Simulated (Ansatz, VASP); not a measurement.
One calculation of Be, two programs

INCAR

```
SYSTEM = Be
PREC = Accurate
ENCUT = 520
EDIFF = 1E-6
ISMEAR = -1
SIGMA = 0.03
LREAL = .FALSE.
LASPH = .TRUE.
NELM = 80
ALGO = Normal
ISIF = 2
LWAVE = .FALSE.
LCHARG = .FALSE.
GGA = PS
NBANDS = 7
```

Contents of KPOINTS:

```
Automatic mesh
0
G
  23 23 23
  0 0 0
```

The input POSCAR:

```
Be
1.0
   -1.2447104902      1.2447104902      1.2447104902
    1.2447104902     -1.2447104902      1.2447104902
    1.2447104902      1.2447104902     -1.2447104902
Be
1
Direct
    0.0000000000      0.0000000000      0.0000000000
```

Input for Ansatz:

```yaml
crystal:
  lattice:
    - [-1.2447104902, 1.2447104902, 1.2447104902]
    - [1.2447104902, -1.2447104902, 1.2447104902]
    - [1.2447104902, 1.2447104902, -1.2447104902]
  atoms:
    - { symbol: Be, position: [0.0, 0.0, 0.0] }
kpoints:
  mp_grid: { grid: [23, 23, 23] }
  band_path:
    path:
      - [0.0, 0.0, 0.0]
      - [0.5, -0.5, 0.5]
      - [0.0, 0.0, 0.5]
      - [0.0, 0.0, 0.0]
      - [0.25, 0.25, 0.25]
      - [0.5, -0.5, 0.5]
      - [0.25, 0.25, 0.25]
      - [0.0, 0.0, 0.5]
    npoints: 5
scf:
  occupations: { method: fermi_dirac, width: 0.03 }
hamiltonian:
  xc: pbesol
  pseudopotentials: { kind: all_electron, lapw: { basis_error: 0.00025 } }
output:
  forces: true
  stress: true
  eigenvalues: true
```

Change from the starting cell: volume scaled by 0.98.

Alike in both runs: task single point; functional PBEsol; k mesh 23 × 23 × 23; occupations fermi-dirac, width 0.03 eV; no spin polarisation.

|  | VASP | Ansatz |
| --- | --- | --- |
| version | VASP 6.6.1 | Ansatz 0.2.0 |
| potentials or method | VASP PAW PBE potentials, release 64 (Be) | all-electron LAPW, scalar-relativistic |
| plane-wave cutoff (eV) | 520 | see its input |

|  | VASP | Ansatz | Ansatz less VASP |
| --- | --- | --- | --- |
| pressure (GPa) | 0.9 | 0.4 | -0.49 |

Ansatz ran all-electron here, so the differences hold the error of VASP's frozen core and of both bases.

Caveats: the PAW data sets were made with another functional, which shifts forces and pressure a little (VASP).
